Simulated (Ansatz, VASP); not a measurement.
**One calculation of MgI2, two programs**

INCAR

```
ALGO = Normal ; EDIFF = 1E-7
ENCUT = 520 ; GGA = PE
ISIF = 2 ; ISMEAR = 0
LASPH = T ; LCHARG = F
LREAL = F ; LWAVE = F
NBANDS = 15 ; NELM = 60
PREC = Accurate ; SIGMA = 0.05
```

Contents of KPOINTS:

```
k-points
0
Gamma
  6 6 4
```

POSCAR

```
MgI2
1.0
    4.1618263529      0.0000000000      0.0000000000
   -2.0809131765      3.6042473478      0.0000000000
    0.0000000000      0.0000000000      7.7274703875
Mg I
1 2
Direct
    0.0000000000      0.0000000000      0.0000000000
    0.3333333333      0.6666666667      0.7858667836
    0.6666666667      0.3333333333      0.2141332164
```

Input for Ansatz:

```yaml
crystal:
  lattice:
    - [4.1618263529, 0.0, 0.0]
    - [-2.0809131765, 3.6042473478, 0.0]
    - [0.0, 0.0, 7.7274703875]
  atoms:
    - { symbol: Mg, position: [0.0, 0.0, 0.0] }
    - { symbol: I, position: [0.3333333333, 0.6666666667, 0.7858667836] }
    - { symbol: I, position: [0.6666666667, 0.3333333333, 0.2141332164] }
basis:
  ecutwfc: 520.0
kpoints:
  mp_grid: { grid: [6, 6, 4] }
hamiltonian:
  xc: pbe
scf:
  occupations: { method: gaussian, width: 0.05 }
output:
  forces: true
  stress: true
  eigenvalues: true
```

Alike in both runs: task single point; functional PBE; k mesh 6 × 6 × 4; occupations gaussian, width 0.05 eV; no spin polarisation.

|  | VASP | Ansatz |
| --- | --- | --- |
| version | VASP 6.6.1 | Ansatz 0.2.0 |
| potentials or method | VASP PAW PBE potentials, release 64 (Mg, I) | scalar-relativistic, plane waves, PAW |
| plane-wave cutoff (eV) | 520 | 520 |
| valence electrons in the cell | 16 | 44 |

Ansatz gave:

| Property | Result |
| --- | --- |
| gap on the k mesh at the Fermi level (eV) | 3.66 |
| least direct gap on the mesh (eV) | 3.84 |
| pressure (GPa) | 0.9 |
| largest component of the traceless stress (GPa) | 0.07 |
| rms of the force components (eV/Å) | 0.078 |

Question: Estimate VASP's values.

Answer: gap on the k mesh at the Fermi level (eV): 3.64; least direct gap on the mesh (eV): 3.82; pressure (GPa): 0.8; largest component of the traceless stress (GPa): 0.06; rms of the force components (eV/Å): 0.074.

Atom by atom the forces differ by 0.005 eV/Å (rms over components). The functional is the same, so the differences come from potentials, cutoffs and numerics. The two sets of potentials don't hold the same shells in valence.

Caveats: spin-orbit coupling is left out, which moves the levels of the heavy elements; this functional lacks dispersion, which binds the layers, so the pressure and a relaxed spacing across them are unreliable. A k mesh can miss the band edges.
